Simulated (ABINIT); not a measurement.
# HfC (Pmm2) in ABINIT: equation of state

Aim: energy against volume of HfC in PBE, for its equilibrium volume and stiffness.

Everything below comes from runs of ABINIT 10.8.3 (patched build). Logs are shortened: lines on timing, memory, paths and dates and some standing lists are left out, and cuts for length are marked. The log counts tension as positive stress, the text compression.

## Step 1: The crystal as given

Symmetry: Pmm2, No. 25, orthorhombic system. Conventional cell: a = 2.439 Å, b = 4.695 Å, c = 2.562 Å, α = 90.00°, β = 90.00°, γ = 90.00°. Around Hf (site symmetry mm2) lie 2 C at 2.43 Å and 4 Hf at 2.44 to 2.56 Å. Around C (site symmetry mm2) lie 2 Hf at 2.43 Å and 4 C at 2.44 to 2.56 Å.

The cell was built by a generator and needn't be a form met in nature.

## Step 2: Equation of state, PBE

File run.abi:

```
# Datasets: one volume each
ndtset 7
getwfk -1
scalecart1 3*0.9795861087
scalecart2 3*0.9864848297
scalecart3 3*0.9932883884
scalecart4 3*1.0000000000
scalecart5 3*1.0066227096
scalecart6 3*1.0131594038
scalecart7 3*1.0196128224

# Pseudopotentials
pp_dirpath "./"
pseudos "Hf.GGA_PBE-JTH.xml, C.GGA_PBE-JTH.xml"

# Structure
acell 4.6098468145 8.8722577489 4.8419974957
rprim
     1.0000000000     0.0000000000     0.0000000000
     0.0000000000     1.0000000000     0.0000000000
     0.0000000000     0.0000000000     1.0000000000
ntypat 2
znucl 72 6
natom 2
typat 1 2
xred
     0.0000000000     0.0000000000     0.0000000000
     0.0000000000     0.5000000000     0.7500000000
chkprim 0
chksymtnons 0
tolsym 1.0e-6

# Plane-wave basis
ecut 19.0
pawecutdg 38.0
pawxcdev 0
pawovlp 30

# k points
kptopt 1
ngkpt 11 6 10
nshiftk 1
shiftk 0.0 0.0 0.0

# Exchange and correlation
ixc 11

# Bands and occupations
nband 12
occopt 3
tsmear 0.05 eV

# SCF cycle
nstep 100
tolvrs 1.0e-9

# Output
iomode 3
prtwf 1
prtden 0
prteig 0
prtebands 0
```

Potentials or basis: JTH PAW PBE v2.0.

Launch:

```sh
> abinit run.abi > log 2>&1
```

run.abo:

```text
.Version 10.8.3 of ABINIT
 DATASET    1 : space group Pm m 2 (# 25); Bravais oP (primitive ortho.)
================================================================================
 Values of the parameters that define the memory need for DATASET  1.
     intxc =       0    ionmov =       0      iscf =      17    lmnmax =      18
     lnmax =       6     mgfft =      36  mpssoang =       3    mqgrid =    3001
     natom =       2  nloc_mem =       2    nspden =       1   nspinor =       1
    nsppol =       1      nsym =       4    n1xccc =       1    ntypat =       2
    occopt =       3   xclevel =       2
       mpw =         759          nfft =       12960          nkpt =         144
 PAW method is used; the additional fine FFT grid is defined by:
   mgfftf=        50    nfftf =     40500
================================================================================
================================================================================
[... 71 lines left out ...]
 DATASET    7 : space group Pm m 2 (# 25); Bravais oP (primitive ortho.)
================================================================================
 Values of the parameters that define the memory need for DATASET  7.
     intxc =       0    ionmov =       0      iscf =      17    lmnmax =      18
     lnmax =       6     mgfft =      36  mpssoang =       3    mqgrid =    3001
     natom =       2  nloc_mem =       2    nspden =       1   nspinor =       1
    nsppol =       1      nsym =       4    n1xccc =       1    ntypat =       2
    occopt =       3   xclevel =       2
       mpw =         850          nfft =       14400          nkpt =         144
 PAW method is used; the additional fine FFT grid is defined by:
   mgfftf=        54    nfftf =     48600
================================================================================
================================================================================

--------------------------------------------------------------------------------
------------- Echo of variables that govern the present computation ------------
--------------------------------------------------------------------------------
 -outvars: echo values of preprocessed input variables --------
            acell      4.6098468145E+00  8.8722577489E+00  4.8419974957E+00 Bohr
              amu      1.78490000E+02  1.20110000E+01
          chkprim           0
      chksymtnons           0
             ecut      1.90000000E+01 Hartree
           getwfk          -1
                       outvar_i_n : Printing only first  50 k-points.
              ixc          11
           jdtset        1    2    3    4    5    6    7
                       outvar_i_n : Printing only first  50 k-points.
         kptrlatt       11    0    0      0    6    0      0    0   10
          kptrlen1     4.74315349E+01
          kptrlen2     4.77655707E+01
          kptrlen3     4.80949989E+01
          kptrlen4     4.84199750E+01
          kptrlen5     4.87406464E+01
          kptrlen6     4.90571530E+01
          kptrlen7     4.93696273E+01
            natom           2
            nband          12
           ndtset           7
            ngfft1         18      36      20
            ngfft2         18      36      20
            ngfft3         18      36      20
            ngfft4         20      36      20
            ngfft5         20      36      20
            ngfft6         20      36      20
            ngfft7         20      36      20
          ngfftdg1         27      50      30
          ngfftdg2         27      50      30
          ngfftdg3         27      50      30
          ngfftdg4         27      50      30
          ngfftdg5         27      50      30
          ngfftdg6         27      50      30
          ngfftdg7         30      54      30
             nkpt         144
            nstep         100
             nsym           4
           ntypat           2
                       prtocc : prtvol=0, do not print more k-points.
           occopt           3
        pawecutdg      3.80000000E+01 Hartree
          pawovlp      3.0000000000E+01
         pawxcdev           0
           prtden           0
        prtebands           0
           prteig           0
            rprim1     9.7958610870E-01  0.0000000000E+00  0.0000000000E+00
                       0.0000000000E+00  9.7958610870E-01  0.0000000000E+00
                       0.0000000000E+00  0.0000000000E+00  9.7958610870E-01
            rprim2     9.8648482970E-01  0.0000000000E+00  0.0000000000E+00
                       0.0000000000E+00  9.8648482970E-01  0.0000000000E+00
                       0.0000000000E+00  0.0000000000E+00  9.8648482970E-01
            rprim3     9.9328838840E-01  0.0000000000E+00  0.0000000000E+00
                       0.0000000000E+00  9.9328838840E-01  0.0000000000E+00
                       0.0000000000E+00  0.0000000000E+00  9.9328838840E-01
            rprim4     1.0000000000E+00  0.0000000000E+00  0.0000000000E+00
                       0.0000000000E+00  1.0000000000E+00  0.0000000000E+00
                       0.0000000000E+00  0.0000000000E+00  1.0000000000E+00
            rprim5     1.0066227096E+00  0.0000000000E+00  0.0000000000E+00
                       0.0000000000E+00  1.0066227096E+00  0.0000000000E+00
                       0.0000000000E+00  0.0000000000E+00  1.0066227096E+00
            rprim6     1.0131594038E+00  0.0000000000E+00  0.0000000000E+00
                       0.0000000000E+00  1.0131594038E+00  0.0000000000E+00
                       0.0000000000E+00  0.0000000000E+00  1.0131594038E+00
            rprim7     1.0196128224E+00  0.0000000000E+00  0.0000000000E+00
                       0.0000000000E+00  1.0196128224E+00  0.0000000000E+00
                       0.0000000000E+00  0.0000000000E+00  1.0196128224E+00
          spgroup          25
           tolsym      1.00000000E-06
           tolvrs      1.00000000E-09
           tsmear      1.83746611E-03 Hartree
            typat      1  2
           useylm           1
                       outvars : Printing only first  50 k-points.
           xangst1     0.0000000000E+00  0.0000000000E+00  0.0000000000E+00
                       0.0000000000E+00  2.2995767282E+00  1.8824765478E+00
           xangst2     0.0000000000E+00  0.0000000000E+00  0.0000000000E+00
                       0.0000000000E+00  2.3157714640E+00  1.8957338617E+00
           xangst3     0.0000000000E+00  0.0000000000E+00  0.0000000000E+00
                       0.0000000000E+00  2.3317428066E+00  1.9088083016E+00
           xangst4     0.0000000000E+00  0.0000000000E+00  0.0000000000E+00
                       0.0000000000E+00  2.3474983034E+00  1.9217060462E+00
           xangst5     0.0000000000E+00  0.0000000000E+00  0.0000000000E+00
                       0.0000000000E+00  2.3630451029E+00  1.9344329473E+00
           xangst6     0.0000000000E+00  0.0000000000E+00  0.0000000000E+00
                       0.0000000000E+00  2.3783899815E+00  1.9469945520E+00
           xangst7     0.0000000000E+00  0.0000000000E+00  0.0000000000E+00
                       0.0000000000E+00  2.3935393707E+00  1.9593961256E+00
            xcart1     0.0000000000E+00  0.0000000000E+00  0.0000000000E+00
                       0.0000000000E+00  4.3455702218E+00  3.5573651139E+00
            xcart2     0.0000000000E+00  0.0000000000E+00  0.0000000000E+00
                       0.0000000000E+00  4.3761738372E+00  3.5824178062E+00
            xcart3     0.0000000000E+00  0.0000000000E+00  0.0000000000E+00
                       0.0000000000E+00  4.4063553004E+00  3.6071249169E+00
            xcart4     0.0000000000E+00  0.0000000000E+00  0.0000000000E+00
                       0.0000000000E+00  4.4361288744E+00  3.6314981218E+00
            xcart5     0.0000000000E+00  0.0000000000E+00  0.0000000000E+00
                       0.0000000000E+00  4.4655080677E+00  3.6555484792E+00
            xcart6     0.0000000000E+00  0.0000000000E+00  0.0000000000E+00
                       0.0000000000E+00  4.4945056856E+00  3.6792864720E+00
            xcart7     0.0000000000E+00  0.0000000000E+00  0.0000000000E+00
                       0.0000000000E+00  4.5231338822E+00  3.7027220495E+00
             xred      0.0000000000E+00  0.0000000000E+00  0.0000000000E+00
                       0.0000000000E+00  5.0000000000E-01  7.5000000000E-01
            znucl       72.00000    6.00000

================================================================================

 chkinp: Checking input parameters for consistency, jdtset=   1.

 chkinp: Checking input parameters for consistency, jdtset=   2.

 chkinp: Checking input parameters for consistency, jdtset=   3.

 chkinp: Checking input parameters for consistency, jdtset=   4.
[... 31 lines left out ...]
 getcut: wavevector=  0.0000  0.0000  0.0000  ngfft=  18  36  20
         ecut(hartree)=     19.000   => boxcut(ratio)=   2.03143

 Fine grid specifications (used for densities):

 getcut: wavevector=  0.0000  0.0000  0.0000  ngfft=  27  50  30
         ecut(hartree)=     38.000   => boxcut(ratio)=   2.07318

--- Pseudopotential description ------------------------------------------------
- pspini: atom type   1  psp file is ./Hf.GGA_PBE-JTH.xml
 Pseudopotential format is: paw10
 basis_size (lnmax)=  6 (lmn_size= 18), orbitals=   0   0   1   1   2   2
 Spheres core radius: rc_sph= 2.41119446
 Shapefunction is SIN type: shapef(r)=[sin(pi*r/rshp)/(pi*r/rshp)]**2
 Radius for shape functions =  2.41119446
 Compensation charge density is not taken into account in XC energy/potential

- pspini: atom type   2  psp file is ./C.GGA_PBE-JTH.xml
 Pseudopotential format is: paw10
 basis_size (lnmax)=  4 (lmn_size=  8), orbitals=   0   0   1   1
 Spheres core radius: rc_sph= 1.50736703
 Shapefunction is SIN type: shapef(r)=[sin(pi*r/rshp)/(pi*r/rshp)]**2
 Radius for shape functions =  1.30052589
 Compensation charge density is not taken into account in XC energy/potential

   1.55524723E+03                                ecore*ucvol(ha*bohr**3)
--------------------------------------------------------------------------------

[... 7 lines left out ...]

     iter   Etot(hartree)      deltaE(h)  residm     nres2
 ETOT  1  -55.018720929842    -5.502E+01 2.683E+00 2.658E+00
 ETOT  2  -55.601312612295    -5.826E-01 1.175E-01 3.123E+00
 ETOT  3  -55.590344399102     1.097E-02 4.184E-02 3.593E-01
 ETOT  4  -55.589836883853     5.075E-04 1.920E-02 2.314E-02
 ETOT  5  -55.589820667574     1.622E-05 1.156E-02 2.894E-03
 ETOT  6  -55.589821601372    -9.338E-07 5.213E-03 1.207E-04
 ETOT  7  -55.589821722445    -1.211E-07 1.820E-03 1.393E-05
 ETOT  8  -55.589821718573     3.872E-09 3.129E-03 3.507E-06
 ETOT  9  -55.589821718250     3.227E-10 1.249E-03 1.825E-07
 ETOT 10  -55.589821718087     1.628E-10 1.246E-03 7.114E-09
 ETOT 11  -55.589821718099    -1.192E-11 8.528E-04 3.394E-10
[... 1218 lines left out ...]
 Cartesian components of stress tensor (hartree/bohr^3)
  sigma(1 1)= -1.54416449E-03  sigma(3 2)=  0.00000000E+00
  sigma(2 2)=  1.77275549E-03  sigma(3 1)=  0.00000000E+00
  sigma(3 3)= -5.93910890E-04  sigma(2 1)=  0.00000000E+00

-Cartesian components of stress tensor (GPa)         [Pressure=  3.5827E+00 GPa]
- sigma(1 1)= -4.54308879E+01  sigma(3 2)=  0.00000000E+00
- sigma(2 2)=  5.21562672E+01  sigma(3 1)=  0.00000000E+00
- sigma(3 3)= -1.74734617E+01  sigma(2 1)=  0.00000000E+00

== END DATASET(S) ==============================================================
================================================================================

 -outvars: echo values of variables after computation  --------
            acell      4.6098468145E+00  8.8722577489E+00  4.8419974957E+00 Bohr
           etotal1    -5.5589821718E+01
           etotal2    -5.5592389046E+01
           etotal3    -5.5594500875E+01
           etotal4    -5.5596201301E+01
           etotal5    -5.5597516556E+01
           etotal6    -5.5598489644E+01
           etotal7    -5.5599135138E+01
            fcart1    -0.0000000000E+00 -0.0000000000E+00  5.7864221493E-03
                      -0.0000000000E+00 -0.0000000000E+00 -5.7864221493E-03
            fcart2    -0.0000000000E+00 -0.0000000000E+00  4.6120970910E-03
                      -0.0000000000E+00 -0.0000000000E+00 -4.6120970910E-03
            fcart3    -0.0000000000E+00 -0.0000000000E+00  3.5382146022E-03
                      -0.0000000000E+00 -0.0000000000E+00 -3.5382146022E-03
            fcart4    -0.0000000000E+00 -0.0000000000E+00  2.5451810108E-03
                      -0.0000000000E+00 -0.0000000000E+00 -2.5451810108E-03
            fcart5    -0.0000000000E+00 -0.0000000000E+00  1.6077115035E-03
                      -0.0000000000E+00 -0.0000000000E+00 -1.6077115035E-03
            fcart6    -0.0000000000E+00 -0.0000000000E+00  7.5659306561E-04
                      -0.0000000000E+00 -0.0000000000E+00 -7.5659306561E-04
            fcart7    -0.0000000000E+00 -0.0000000000E+00 -3.5010020693E-05
                      -0.0000000000E+00 -0.0000000000E+00  3.5010020693E-05
            rprim1     9.7958610870E-01  0.0000000000E+00  0.0000000000E+00
[... 30 lines left out ...]
           strten6    -1.6609055944E-03  1.7595670321E-03 -6.9642923355E-04
                       0.0000000000E+00  0.0000000000E+00  0.0000000000E+00
           strten7    -1.5441644933E-03  1.7727554890E-03 -5.9391088996E-04
                       0.0000000000E+00  0.0000000000E+00  0.0000000000E+00
           xangst1     0.0000000000E+00  0.0000000000E+00  0.0000000000E+00
                       0.0000000000E+00  2.2995767282E+00  1.8824765478E+00
           xangst2     0.0000000000E+00  0.0000000000E+00  0.0000000000E+00
                       0.0000000000E+00  2.3157714640E+00  1.8957338617E+00
           xangst3     0.0000000000E+00  0.0000000000E+00  0.0000000000E+00
                       0.0000000000E+00  2.3317428066E+00  1.9088083016E+00
           xangst4     0.0000000000E+00  0.0000000000E+00  0.0000000000E+00
                       0.0000000000E+00  2.3474983034E+00  1.9217060462E+00
           xangst5     0.0000000000E+00  0.0000000000E+00  0.0000000000E+00
                       0.0000000000E+00  2.3630451029E+00  1.9344329473E+00
           xangst6     0.0000000000E+00  0.0000000000E+00  0.0000000000E+00
                       0.0000000000E+00  2.3783899815E+00  1.9469945520E+00
           xangst7     0.0000000000E+00  0.0000000000E+00  0.0000000000E+00
                       0.0000000000E+00  2.3935393707E+00  1.9593961256E+00
             xred      0.0000000000E+00  0.0000000000E+00  0.0000000000E+00
                       0.0000000000E+00  5.0000000000E-01  7.5000000000E-01
 Calculation completed.
```

It took 3.9 min on 1 thread of Arm Neoverse V1, shared host; peak memory 0.18 GiB.

Results:

```yaml
Equilibrium_volume: "16.09 Å³/atom (rough: see the caveat)"
Bulk_modulus_at_fixed_shape_and_positions: 103 GPa (rough)
```

Energy against volume, from the lowest point:
```tsv
volume (Å³/atom)	energy (meV/atom)
13.793	126.72
14.086	91.79
14.380	63.05
14.673	39.92
14.966	22.02
15.260	8.78
15.553	0.00
```

Caveat: pressures at fixed basis lie under the slope of the energies; the minimum lies outside the volumes run; the cell was scaled at fixed shape and fractional positions, which overstates the stiffness of a crystal with free parameters, most of all of layers and chains; the atomic spheres overlap.
